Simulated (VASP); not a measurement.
# Sb (R-3m) in VASP: relaxation of cell and atoms with PBE+D3(BJ)

Aim: the relaxation of cell and atoms of Sb with PBE+D3(BJ).

Everything below comes from runs of VASP 6.6.1. Logs are shortened: lines on timing, memory, paths and dates and some standing lists are left out, and cuts for length are marked.

### Step 1. Starting point

The structure is trigonal, space group R-3m (No. 166). Conventional cell: a = 4.325 Å, b = 4.325 Å, c = 11.033 Å, α = 90.00°, β = 90.00°, γ = 120.00°. Around Sb (site symmetry 3m) lie 6 Sb at 2.93 to 3.29 Å.

### Step 2. Relaxation of cell and atoms, PBE+D3(BJ)

File INCAR:

```
PREC = Accurate
ENCUT = 600
EDIFF = 1E-7
ISMEAR = 1
SIGMA = 0.1
LREAL = False
LASPH = True
NELM = 80
ALGO = Normal
ISIF = 3
LWAVE = False
LCHARG = False
GGA = PE
IVDW = 12
IBRION = 2
NSW = 90
EDIFFG = -0.005
KPAR = 2
```

File KPOINTS:

```
Automatic mesh
0
Gamma
  10 10 10
```

File POSCAR:

```
Sb                                      
1.0
    2.1624919383      1.2485153027      3.6776869394
   -2.1624919383      1.2485153027      3.6776869394
   -0.0000000000     -2.4970306054      3.6776869394
  Sb            
     2
Direct
     0.2365032207194499    0.2365032207194499    0.2365032207194499
     0.7634967792805499    0.7634967792805499    0.7634967792805499
```

Potentials or basis: VASP PAW PBE potentials, release 64 (Sb).

On the command line:

```sh
$ cat potpaw_PBE.64/Sb/POTCAR > POTCAR
$ mpirun -np 2 vasp_std > vasp.out
```

OUTCAR:

```text
PREC = Accurate
   ENCUT = 600
   EDIFF = 1E-7
   ISMEAR = 1
   LREAL = False
   LASPH = True
   NELM = 80
   ISIF = 3
   GGA = PE
   IVDW = 12
   IBRION = 2
   NSW = 90
   EDIFFG = -0.005
 IVDW          = 12

 ion  position               nearest neighbor table
   1  0.237  0.237  0.237-   2 2.93   2 2.93   2 2.93   2 3.29   2 3.29   2 3.29
   2  0.763  0.763  0.763-   1 2.93   1 2.93   1 2.93   1 3.29   1 3.29   1 3.29

  LATTYP: Found a trigonal (rhomboedric) cell.
 ALAT       =     4.4452832383
 COS(alpha) =     0.5266960663

  Lattice vectors:

 A1 = (   2.1624919383,   1.2485153027,   3.6776869394)
 A2 = (  -2.1624919383,   1.2485153027,   3.6776869394)
 A3 = (   0.0000000000,  -2.4970306054,   3.6776869394)

Analysis of symmetry for initial positions (statically):
=====================================================================
 Subroutine PRICEL returns:
 Original cell was already a primitive cell.

 Routine SETGRP: Setting up the symmetry group for a
 trigonal (rhombohedral) supercell.

 Subroutine GETGRP returns: Found 12 space group operations
 (whereof 12 operations were pure point group operations)
 out of a pool of 12 trial point group operations.

The static configuration has the point symmetry D_3d.

Analysis of symmetry for dynamics (positions and initial velocities):
=====================================================================
 Subroutine PRICEL returns:
 Original cell was already a primitive cell.

 Routine SETGRP: Setting up the symmetry group for a
 trigonal (rhombohedral) supercell.

 Subroutine GETGRP returns: Found 12 space group operations
 (whereof 12 operations were pure point group operations)
 out of a pool of 12 trial point group operations.

The dynamic configuration has the point symmetry D_3d.

 Subroutine INISYM returns: Found 12 space group operations
 (whereof 12 operations are pure point group operations),
 and found     1 'primitive' translations

----------------------------------------------------------------------------------------

                                     Primitive cell

[... 154 lines left out ...]
  external pressure =       -0.23 kB  Pullay stress =        0.00 kB

 VOLUME and BASIS-vectors are now :
 -----------------------------------------------------------------------------
  energy-cutoff  :      600.00
  volume of cell :       59.58
      direct lattice vectors                 reciprocal lattice vectors
     2.162491938  1.248515303  3.677686939     0.231214735  0.133491889  0.090636680
    -2.162491938  1.248515303  3.677686939    -0.231214735  0.133491889  0.090636680
     0.000000000 -2.497030605  3.677686939     0.000000000 -0.266983779  0.090636680

 POSITION                                       TOTAL-FORCE (eV/Angst)
 -----------------------------------------------------------------------------------
      0.00000      0.00000      2.60935         0.000000     -0.000000     -0.006181
      0.00000      0.00000      8.42371         0.000000      0.000000      0.006181
 -----------------------------------------------------------------------------------
    total drift:                                0.000000      0.000000      0.000000

  FREE ENERGIE OF THE ION-ELECTRON SYSTEM (eV)
  ---------------------------------------------------
  free  energy   TOTEN  =        -9.2067218803 eV

  energy  without entropy=       -9.2065872699  energy(sigma->0) =       -9.20667701

--------------------------------------- Ionic step        2  -------------------------------------------

 number of electron      10.0000000 magnetization

 Free energy of the ion-electron system (eV)
  ---------------------------------------------------
  ext. energy  EPLUGINS =         0.00000000
  ---------------------------------------------------
  free energy    TOTEN  =        -8.24723082 eV

  energy without entropy =       -8.24709793  energy(sigma->0) =       -8.24718652

 E-fermi :   7.3622     XC(G=0):  -9.6050

 val. band max:        7.3585878773   @ k =   0.4000   0.1000   0.1000
 cond. band min:       7.4354958343   @ k =  -0.4000   0.5000   0.4000
 fundamental gap:      0.0769079570
 Fermi energy:         7.3622049663

 k-point     1 :       0.0000    0.0000    0.0000
  band No.  band energies     occupation
      1      -5.3171      2.00000
      2       2.7345      2.00000
      3       5.4508      2.00000
      4       5.5982      2.00000
      5       5.5982      2.00000
      6       9.7968      0.00000
      7      10.2604      0.00000
      8      10.2604      0.00000
      9      12.3539      0.00000
[... 265 lines left out ...]
 k-point    24 :       0.4000    0.3000   -0.0000
  band No.  band energies     occupation
      1      -3.6306      2.00000
      2      -0.1737      2.00000
      3       3.0913      2.00000
      4       4.0575      2.00000
      5       4.2711      2.00000
      6       9.6302      0.00000
      7      11.4842      0.00000
      8      11.6949      0.00000
      9      12.0317      0.00000

 [... further k-points ...]

------------------------ aborting loop because EDIFF is reached ----------------------------------------

 Edisp (eV)   -0.95950

 E8    (eV) :    -0.4477

  FORCE on cell =-STRESS in cart. coord.  units (eV):
  Direction    XX          YY          ZZ          XY          YZ          ZX
  --------------------------------------------------------------------------------------
  -------------------------------------------------------------------------------------
  Total       0.00803     0.00803     0.00646    -0.00000     0.00000     0.00000
  in kB       0.21600     0.21600     0.17391    -0.00000     0.00000     0.00000
  external pressure =        0.20 kB  Pullay stress =        0.00 kB

 VOLUME and BASIS-vectors are now :
 -----------------------------------------------------------------------------
  energy-cutoff  :      600.00
  volume of cell :       59.54
      direct lattice vectors                 reciprocal lattice vectors
     2.162082760  1.248279063  3.676799355     0.231258493  0.133517153  0.090658560
    -2.162082760  1.248279063  3.676799355    -0.231258493  0.133517153  0.090658560
     0.000000000 -2.496558127  3.676799355     0.000000000 -0.267034306  0.090658560

 POSITION                                       TOTAL-FORCE (eV/Angst)
 -----------------------------------------------------------------------------------
      0.00000      0.00000      2.60843         0.000000     -0.000000     -0.000587
      0.00000      0.00000      8.42197         0.000000      0.000000      0.000587
 -----------------------------------------------------------------------------------
    total drift:                                0.000000      0.000000     -0.000000

  FREE ENERGIE OF THE ION-ELECTRON SYSTEM (eV)
  ---------------------------------------------------
  free  energy   TOTEN  =        -9.2067259650 eV

  energy  without entropy=       -9.2065930726  energy(sigma->0) =       -9.20668167

 reached required accuracy - stopping structural energy minimisation
```

It took 17 s on 2 MPI ranks of Intel Xeon 6975P-C (Granite Rapids), shared host; peak memory 0.25 GiB.

What came out:

| Property | Result |
| --- | --- |
| Free energy | -9.2067 eV |
| Relaxed volume | 29.77 Å³/atom |
| Relaxed cell | a = 4.444 Å, b = 4.444 Å, c = 4.444 Å, α = 58.22°, β = 58.22°, γ = 58.22° |
| Space group after relaxing (to 0.05 Å) | R-3m (No. 166) |
| Energy gained by relaxing | 0.0 meV/atom |
| Ionic steps | 2 |
| Pressure after relaxing | 0.0 GPa |
| Band gap on the k mesh | none (metal or under the smearing width) |
| Dispersion energy per atom | -0.480 eV |

Final structure:
```yaml
crystal:
  lattice:
    - [2.16208, 1.24828, 3.67680]
    - [-2.16208, 1.24828, 3.67680]
    - [0.00000, -2.49656, 3.67680]
  atoms:
    - { symbol: Sb, position: [0.23648, 0.23648, 0.23648] }
    - { symbol: Sb, position: [0.76352, 0.76352, 0.76352] }
```

Levels at points of the mesh, in eV from the Fermi level:
```tsv
k point	band 3	band 4	band 5	band 6	band 7	band 8
(0.00, 0.00, 0.00)	-1.91	-1.76	-1.76	2.43	2.90	2.90
(0.50, 0.00, 0.00)	-1.67	-1.50	-0.26	-0.09	0.29	0.32
(0.50, 0.50, 0.00)	-5.53	-3.72	-3.67	1.69	5.13	5.52
(0.50, 0.50, 0.50)	-1.19	-1.19	-0.37	-0.01	-0.01	0.99
```

Caveat: pairwise dispersion overbinds metals, which lowers pressure and volume. Spin-orbit coupling is left out, which matters for the levels of Sb.
